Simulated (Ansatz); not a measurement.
Crystal: Cl.

```
CELL_PARAMETERS angstrom
3.14500 -2.25000 0.00000
3.14500 2.25000 0.00000
0.00000 0.00000 8.21000
ATOMIC_POSITIONS crystal
Cl 0.37000 0.63000 0.40000
Cl 0.13000 0.87000 0.90000
Cl 0.63000 0.37000 0.60000
Cl 0.87000 0.13000 0.10000
```

Base run:

* Program: Ansatz 0.2.0
* Functional: LDA
* Potentials or basis: Ansatz PAW
* Cutoff: 420 eV (not typed: the program's choice for these potentials)
* k mesh: 7 × 7 × 4
* Occupations: fermi-dirac, width 0.05 eV
* Spin: no spin polarisation

Its results: band gap on the k mesh 2.33 eV, indirect (least direct gap 2.39 eV); pressure -2.4 GPa; largest force 0.191 eV/Å.

**Question.** The run is repeated on the same cell with these changes: functional from LDA to r2SCAN; cutoff from 420 eV (not typed: the program's choice for these potentials) to 500 eV (not typed: the program's choice for these potentials). What comes out?

**Answer.** Band gap on the k mesh 2.87 eV, indirect (least direct gap 2.92 eV); pressure -0.7 GPa; largest force 0.202 eV/Å.

r2SCAN gives the wider gap, since meta-GGAs in the generalised Kohn-Sham scheme recover part of the derivative discontinuity.

Caveats: the PAW data sets come from PBE, with cores solved anew for the run's functional, which leaves a small shift of forces and pressure.
